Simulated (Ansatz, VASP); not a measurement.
## Se: VASP beside Ansatz

```
Se
1.0
     4.03168    0.00000    0.00000
    -2.01584    3.49154    0.00000
     0.00000    0.00000    5.08177
Se
3
Cartesian
  0.9972 0.0000 1.6939
  -0.4986 0.8636 3.3878
  1.5172 2.6279 0.0000
```

Alike in both runs: task single point; functional PBE; dispersion D3(BJ); k mesh 12 × 12 × 8; occupations gaussian, width 0.05 eV; no spin polarisation.

```csv
,VASP,Ansatz
version,VASP 6.6.1,Ansatz 0.2.0
potentials or method,"VASP PAW PBE potentials, release 64 (Se)","scalar-relativistic, plane waves, PAW"
plane-wave cutoff (eV),520,420
valence electrons in the cell,18,48
```

```tsv
	VASP	Ansatz	Ansatz less VASP
gap on the k mesh at the Fermi level (eV)	0.52	0.53	+0.011
least direct gap on the mesh (eV)	0.54	0.55	+0.010
pressure (GPa)	2.0	1.9	-0.12
largest component of the traceless stress (GPa)	0.67	0.62	-0.050
rms of the force components (eV/Å)	0.129	0.115	-0.0139
```

Atom by atom the forces differ by 0.014 eV/Å (rms over components). The two sets of potentials don't hold the same shells in valence.

A k mesh can miss the band edges.
